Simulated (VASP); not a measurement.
Set up this calculation in VASP 6.6.1, as the native input.

```yaml
Task: relaxation of cell and atoms
Functional: PBE
Potentials_or_basis: VASP PAW PBE potentials, release 64 (Cd, Se)
Cutoff: 600 eV
k_mesh: 7 × 7 × 4
Occupations: gaussian, width 0.05 eV
Spin: no spin polarisation
Further_INCAR_settings: ALGO = Normal; EDIFF = 1e-07; IBRION = 2; EDIFFG = -0.005; NSW = 40; ISIF = 3
```

The structure of CdSe lies in POSCAR:

```
CdSe
1.0
    4.0942900000      0.0000000000      0.0000000000
    0.0000000000      4.0942900000      0.0000000000
    0.0000000000      0.0000000000      7.3563000000
Cd Se
2 2
Direct
    0.0000000000      0.5000000000      0.0000000000
    0.5000000000      0.0000000000      0.5000000000
    0.5000000000      0.5000000000      0.2500000000
    0.5000000000      0.5000000000      0.7500000000
```

The cell was built by a generator and needn't be a form met in nature.

One way to write it, as run:

INCAR

```
ALGO = Normal
EDIFF = 1E-7
EDIFFG = -0.005
ENCUT = 600
GGA = PE
IBRION = 2
ISIF = 3
ISMEAR = 0
LASPH = T
LCHARG = F
LREAL = F
LWAVE = F
NELM = 100
NSW = 40
PREC = Accurate
SIGMA = 0.05
```

KPOINTS

```
k-points
0
Gamma
  7 7 4
```

Potentials or basis: VASP PAW PBE potentials, release 64 (Cd, Se).

The run is started by

```bash
$ cat potpaw_PBE.64/Cd/POTCAR potpaw_PBE.64/Se/POTCAR > POTCAR
$ mpirun -np 1 vasp_std > vasp.out
```

Results of the run:

| Quantity | Value |
| --- | --- |
| Relaxed volume | 30.99 Å³/atom |
| Relaxed cell | a = 4.101 Å, b = 4.101 Å, c = 7.368 Å, α = 90.00°, β = 90.00°, γ = 90.00° |
| Space group after relaxing (to 0.05 Å) | P4_2/mmc (No. 131) |
| Energy gained by relaxing | 0.1 meV/atom |
| Ionic steps | 5 |
| Pressure after relaxing | 0.0 GPa |
| Band gap on the k mesh | none (metal or under the smearing width) |

Wall time 2.8 min on 1 thread of AMD EPYC 9R45 (Zen 5), on a shared host, peak memory 0.29 GiB.
